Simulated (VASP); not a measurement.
# Sn2Ge (P-3m1) in VASP: density of states with PBE

Aim: the density of states of Sn2Ge with PBE.

All numbers are computed with VASP 6.6.1; they aren't measurements. Logs are shortened: lines on timing, memory, paths and dates and some standing lists are left out, and cuts for length are marked.

### 1 Starting point

Symmetry: P-3m1, No. 164, trigonal system. Conventional cell: a = 4.098 Å, b = 4.098 Å, c = 5.404 Å, α = 90.00°, β = 90.00°, γ = 120.00°. Sn (site symmetry 3m) is surrounded by 3 Ge at 2.86 Å and 3 Sn at 3.22 Å. Ge (site symmetry -3m) is surrounded by 6 Sn at 2.86 Å.

The cell was built by a generator and needn't be a form met in nature.

### 2 Density of states, PBE

POSCAR reads:

```
Sn2Ge
1.0
    4.0984720000      0.0000000000      0.0000000000
   -2.0492360000      3.5493810000      0.0000000000
    0.0000000000      0.0000000000      5.4043800000
Sn Ge
2 1
Direct
    0.3333330000      0.6666670000      0.2017490000
    0.6666670000      0.3333330000      0.7982510000
    0.0000000000      0.0000000000      0.5000000000
```

INCAR.step1 reads:

```
ALGO = Normal
EDIFF = 1E-6
ENCUT = 520
GGA = PE
ISIF = 2
ISMEAR = 0
KPAR = 2
LASPH = True
LCHARG = True
LREAL = False
LWAVE = False
NELM = 80
PREC = Accurate
SIGMA = 0.1
```

KPOINTS.step1 reads:

```
k-points
0
Gamma
  10 10 8
```

INCAR.step2 reads:

```
ALGO = Normal
EDIFF = 1E-6
ENCUT = 520
GGA = PE
ICHARG = 11
ISIF = 2
ISMEAR = -5
KPAR = 2
LASPH = True
LCHARG = False
LORBIT = 10
LREAL = False
LWAVE = False
NEDOS = 2001
NELM = 80
PREC = Accurate
SIGMA = 0.1
```

KPOINTS.step2 reads:

```
k-points
0
Gamma
  15 15 12
```

Potentials or basis: VASP PAW PBE potentials, release 64 (Sn_d, Ge_d).

Launch:

```
$ cat potpaw_PBE.64/Sn_d/POTCAR potpaw_PBE.64/Ge_d/POTCAR > POTCAR
$ cp INCAR.step1 INCAR
$ cp KPOINTS.step1 KPOINTS
$ mpirun -np 2 vasp_std > vasp.out
$ cp INCAR.step2 INCAR
$ cp KPOINTS.step2 KPOINTS
$ mpirun -np 2 vasp_std > vasp.out
```

OUTCAR:

```text
EDIFF = 1E-6
   ENCUT = 520
   GGA = PE
   ICHARG = 11
   ISIF = 2
   ISMEAR = -5
   LASPH = True
   LORBIT = 10
   LREAL = False
   NELM = 80
   PREC = Accurate

 ion  position               nearest neighbor table
   1  0.333  0.667  0.202-   3 2.86   3 2.86   3 2.86   2 3.22   2 3.22   2 3.22
   2  0.667  0.333  0.798-   3 2.86   3 2.86   3 2.86   1 3.22   1 3.22   1 3.22
   3  0.000  0.000  0.500-   1 2.86   2 2.86   2 2.86   1 2.86   2 2.86   1 2.86

  LATTYP: Found a hexagonal cell.
 ALAT       =     4.0984720000
 C/A-ratio  =     1.3186328954

  Lattice vectors:

 A1 = (   4.0984720000,   0.0000000000,   0.0000000000)
 A2 = (  -2.0492360000,   3.5493810000,   0.0000000000)
 A3 = (   0.0000000000,   0.0000000000,   5.4043800000)

Analysis of symmetry for initial positions (statically):
=====================================================================
 Subroutine PRICEL returns:
 Original cell was already a primitive cell.

 Routine SETGRP: Setting up the symmetry group for a
 hexagonal supercell.

 Subroutine GETGRP returns: Found 12 space group operations
 (whereof 12 operations were pure point group operations)
 out of a pool of 24 trial point group operations.

The static configuration has the point symmetry D_3d.

Analysis of symmetry for dynamics (positions and initial velocities):
=====================================================================
 Subroutine PRICEL returns:
 Original cell was already a primitive cell.

 Routine SETGRP: Setting up the symmetry group for a
 hexagonal supercell.

 Subroutine GETGRP returns: Found 12 space group operations
 (whereof 12 operations were pure point group operations)
 out of a pool of 24 trial point group operations.

The dynamic configuration has the point symmetry D_3d.

 Subroutine INISYM returns: Found 12 space group operations
 (whereof 12 operations are pure point group operations),
 and found     1 'primitive' translations

----------------------------------------------------------------------------------------

                                     Primitive cell

  volume of cell :      78.6177

  direct lattice vectors                    reciprocal lattice vectors
     4.098472000  0.000000000  0.000000000     0.243993371  0.140869633  0.000000000
    -2.049236000  3.549381000  0.000000000     0.000000000  0.281739267  0.000000000
     0.000000000  0.000000000  5.404380000     0.000000000  0.000000000  0.185035101

  length of vectors
     4.098472000  4.098472114  5.404380000     0.281739274  0.281739267  0.185035101

  position of ions in fractional coordinates (direct lattice)
     0.333333000  0.666667000  0.201749000
     0.666667000  0.333333000  0.798251000
     0.000000000  0.000000000  0.500000000

  ion indices of the primitive-cell ions
   primitive index   ion index
                 1           1
                 2           2
                 3           3

----------------------------------------------------------------------------------------

 KPOINTS: k-points

Automatic generation of k-mesh.
 Grid dimensions read from file:
 generate k-points for:   15   15   12

 Generating k-lattice:

  Cartesian coordinates                     Fractional coordinates (reciprocal lattice)
     0.016266225  0.009391309  0.000000000     0.066666667  0.000000000  0.000000000
     0.000000000  0.018782618  0.000000000     0.000000000  0.066666667  0.000000000
     0.000000000  0.000000000  0.015419592     0.000000000  0.000000000  0.083333333

  Length of vectors
     0.018782618  0.018782618  0.015419592

  Shift w.r.t. Gamma in fractional coordinates (k-lattice)
     0.000000000  0.000000000  0.000000000

 TETIRR: Found   3944 inequivalent tetrahedra from    16200

 Subroutine IBZKPT returns following result:
 ===========================================

 Found    284 irreducible k-points:

 Following reciprocal coordinates:
            Coordinates               Weight
  0.000000  0.000000  0.000000      1.000000
  0.066667  0.000000  0.000000      6.000000
  0.133333 -0.000000  0.000000      6.000000
  0.200000 -0.000000  0.000000      6.000000
  0.266667 -0.000000  0.000000      6.000000
  0.333333 -0.000000  0.000000      6.000000
[... 16 lines left out ...]
  0.333333  0.200000  0.000000     12.000000
  0.400000  0.200000  0.000000      6.000000
 [... further k-points ...]
   k-points           NKPTS =    284   k-points in BZ     NKDIM =    284   number of bands    NBANDS=     25
   number of dos      NEDOS =   2001   number of ions     NIONS =      3
   total plane-waves  NPLWV =  36000
   dimension x,y,z NGX =    30 NGY =   30 NGZ =   40
   dimension x,y,z NGXF=    60 NGYF=   60 NGZF=   80
   ions per type =               2   1
   NGX,Y,Z   is equivalent  to a cutoff of  12.17, 12.17, 12.30 a.u.
   NGXF,Y,Z  is equivalent  to a cutoff of  24.34, 24.34, 24.61 a.u.
 SYSTEM =  unknown system
   PREC   = accura    normal or accurate (medium, high low for compatibility)
   ISTART =      0    job   : 0-new  1-cont  2-samecut
   ICHARG =     11    charge: 1-file 2-atom 10-const
   ISPIN  =      1    spin polarized calculation?
   LNONCOLLINEAR =      F non collinear calculations
   LSORBIT =      F    spin-orbit coupling
   LASPH  =      T    aspherical Exc in radial PAW
   ENCUT  =  520.0 eV  38.22 Ry    6.18 a.u.   7.62  7.62 10.05*2*pi/ulx,y,z
   NELM   =     80;   NELMIN=  2; NELMDL=  0     # of ELM steps
   EDIFF  = 0.1E-05   stopping-criterion for ELM
   LREAL  =      F    real-space projection
   EDIFFG = 0.1E-04   stopping-criterion for IOM
   NSW    =      0    number of steps for IOM
   IBRION =     -1    ionic relax: 0-MD 1-quasi-New 2-CG
   NFREE  =      0    steps in history (QN), initial steepest desc. (CG)
   ISIF   =      2    stress and relaxation
   ISYM   =      2    0-nonsym 1-usesym 2-fastsym
   POTIM  = 0.5000    time-step for ionic-motion
   TEBEG  =    0.0;   TEEND  =   0.0 temperature during run
   PSTRESS=    0.0 pullay stress
   NELECT =      42.0000    total number of electrons
   NUPDOWN=      -1.0000    fix difference up-down
   EMIN   =  10.00;   EMAX   =-10.00  energy-range for DOS
   EFERMI =   0.00;   METHOD = LEGACY
   ISMEAR =    -5;   SIGMA  =   0.10  broadening in eV -4-tet -1-fermi 0-gaus
   EFERMI_NEDOS =   21; number of points for ismear=-14 and -15
   IALGO  =     38    algorithm
   IMIX   =      4    mixing-type and parameters
     AMIX     =   0.40;   BMIX     =  1.00
     AMIX_MAG =   1.60;   BMIX_MAG =  1.00
  volume/ion in A,a.u.               =      26.21       176.85
  Fermi-wavevector in a.u.,A,eV,Ry     =   1.328366  2.510248 24.008247  1.764556
  Thomas-Fermi vector in A             =   2.457609
   LORBIT       =     10    0 simple, 1 ext, 2 COOP (PROOUT), +10 PAW based schemes
   GGA     = PE    functional components
   LHFCALC =     F    Hartree Fock is set to
   AEXX    =    0.0000 exact exchange contribution
   IVDW    =     0    specifies the selected vdW correction
   LEPSILON=     F    determine dielectric tensor
   LRPA    =     F    only Hartree local field effects (RPA)
 non-spin polarized calculation
 Fermi weights with tetrahedron method with Bloechl corrections
  energy-cutoff  :      520.00
  volume of cell :       78.62
 maximum number of plane-waves:      2156

 number of electron      41.9999997 magnetization

 Free energy of the ion-electron system (eV)
  ---------------------------------------------------
  ext. energy  EPLUGINS =         0.00000000
  ---------------------------------------------------
  free energy    TOTEN  =       -11.86156745 eV

  energy without entropy =      -11.86156745  energy(sigma->0) =      -11.86156745

 E-fermi :   6.7533     XC(G=0): -10.1564

 val. band max:        6.8686605866   @ k =   0.0000   0.0000   0.4167
 cond. band min:       6.5876870844   @ k =   0.2000  -0.0000   0.0833
 fundamental gap:     -0.2809735023
 Fermi energy:         6.7533376325

 k-point     1 :       0.0000    0.0000    0.0000
  band No.  band energies     occupation
      1     -17.6281      2.00000
      2     -17.6281      2.00000
      3     -17.6070      2.00000
      4     -17.6048      2.00000
      5     -17.6048      2.00000
      6     -14.7373      2.00000
[... 17 lines left out ...]
     24       9.7587      0.00000
     25      12.4145      0.00000

 k-point     2 :       0.0667    0.0000    0.0000
  band No.  band energies     occupation
      1     -17.6279      2.00000
      2     -17.6279      2.00000
      3     -17.6069      2.00000
      4     -17.6048      2.00000
      5     -17.6047      2.00000
      6     -14.7377      2.00000
[... 17 lines left out ...]
     24      10.3120      0.00000
     25      11.9862      0.00000

 k-point     3 :       0.1333   -0.0000    0.0000
  band No.  band energies     occupation
      1     -17.6277      2.00000
      2     -17.6275      2.00000
      3     -17.6066      2.00000
      4     -17.6048      2.00000
      5     -17.6042      2.00000
      6     -14.7389      2.00000
[... 552 lines left out ...]
 k-point    23 :       0.3333    0.2000    0.0000
  band No.  band energies     occupation
      1     -17.6257      2.00000
      2     -17.6251      2.00000
      3     -17.6052      2.00000
      4     -17.6031      2.00000
      5     -17.6014      2.00000
      6     -14.7592      2.00000
[... 17 lines left out ...]
     24       7.7923      0.00000
     25      11.2875      0.00000

 k-point    24 :       0.4000    0.2000    0.0000
  band No.  band energies     occupation
      1     -17.6256      2.00000
      2     -17.6250      2.00000
      3     -17.6053      2.00000
      4     -17.6026      2.00000
      5     -17.6016      2.00000
      6     -14.7602      2.00000
[... 17 lines left out ...]
     24       7.7329      0.00000
     25      11.2235      0.00000

 [... further k-points ...]

------------------------ aborting loop because EDIFF is reached ----------------------------------------

  FORCE on cell =-STRESS in cart. coord.  units (eV):
  Direction    XX          YY          ZZ          XY          YZ          ZX
  --------------------------------------------------------------------------------------
  -------------------------------------------------------------------------------------
  Total        0.2555417      0.2555417      0.0605384      0.0000000      0.0000000      0.0000000
  in kB        5.2077702      5.2077706      1.2337319      0.0000000      0.0000000      0.0000000
  external PRESSURE =       3.8830909 kB  Pullay stress =       0.0000000 kB

 VOLUME and BASIS-vectors are now :
 -----------------------------------------------------------------------------
  energy-cutoff  :      520.00
  volume of cell :       78.62
      direct lattice vectors                 reciprocal lattice vectors
     4.098472000  0.000000000  0.000000000     0.243993371  0.140869633  0.000000000
    -2.049236000  3.549381000  0.000000000     0.000000000  0.281739267  0.000000000
     0.000000000  0.000000000  5.404380000     0.000000000  0.000000000  0.185035101

 POSITION                                       TOTAL-FORCE (eV/Angst)
 -----------------------------------------------------------------------------------
     -0.00000      2.36626      1.09033         0.000000     -0.000000      0.072652
      2.04924      1.18313      4.31405        -0.000000      0.000000     -0.072652
      0.00000      0.00000      2.70219         0.000000      0.000000     -0.000000
 -----------------------------------------------------------------------------------
    total drift:                                0.000000      0.000000     -0.000000

  FREE ENERGIE OF THE ION-ELECTRON SYSTEM (eV)
  ---------------------------------------------------
  free  energy   TOTEN  =       -11.8615674464 eV

  energy  without entropy=      -11.8615674464  energy(sigma->0) =      -11.86156745

 total charge

# of ion       s       p       d       tot
------------------------------------------
    1        1.250   0.949   9.977  12.175
    2        1.250   0.949   9.977  12.175
    3        1.188   1.098   9.999  12.285
--------------------------------------------------
tot          3.687   2.996  29.953  36.636
```

It took 90 s on 2 MPI ranks of Intel Xeon 6975P-C (Granite Rapids), shared host; peak memory 0.57 GiB.

What came out:

```
Valence electrons inside the program's atomic spheres : Sn 12.18; Ge 12.29
```

States per cell in windows of 1 eV (zero at the Fermi level; states under -8 eV left out):
| from (eV) | total | Sn1_p | Sn2_p | Ge3_p | Sn1_s | Sn2_s | Ge3_s |
| --- | --- | --- | --- | --- | --- | --- | --- |
| -8.0 | 1.25 | 0.02 | 0.02 | 0.05 | 0.30 | 0.30 | 0.09 |
| -7.0 | 1.01 | 0.02 | 0.02 | 0.04 | 0.23 | 0.23 | 0.11 |
| -6.0 | 0.83 | 0.02 | 0.02 | 0.04 | 0.18 | 0.18 | 0.11 |
| -5.0 | 0.63 | 0.05 | 0.05 | 0.05 | 0.08 | 0.08 | 0.07 |
| -4.0 | 1.09 | 0.13 | 0.13 | 0.13 | 0.05 | 0.05 | 0.04 |
| -3.0 | 1.57 | 0.21 | 0.21 | 0.23 | 0.04 | 0.04 | 0.02 |
| -2.0 | 1.68 | 0.22 | 0.22 | 0.29 | 0.04 | 0.04 | 0.02 |
| -1.0 | 1.64 | 0.23 | 0.23 | 0.25 | 0.05 | 0.05 | 0.03 |
| 0.0 | 1.47 | 0.24 | 0.24 | 0.15 | 0.04 | 0.04 | 0.04 |
| 1.0 | 1.52 | 0.26 | 0.26 | 0.13 | 0.04 | 0.04 | 0.06 |
| 2.0 | 1.51 | 0.23 | 0.23 | 0.14 | 0.04 | 0.04 | 0.06 |
| 3.0 | 1.64 | 0.24 | 0.24 | 0.16 | 0.04 | 0.04 | 0.05 |
| 4.0 | 1.22 | 0.11 | 0.11 | 0.14 | 0.02 | 0.02 | 0.02 |
| 5.0 | 0.57 | 0.04 | 0.04 | 0.08 | 0.01 | 0.01 | 0.01 |
| 6.0 | 0.06 | 0.00 | 0.00 | 0.01 | 0.00 | 0.00 | 0.00 |
| 7.0 | 0.00 | 0.00 | 0.00 | 0.00 | 0.00 | 0.00 | 0.00 |

Caveat: tetrahedron occupations give inexact forces and stress in metals.
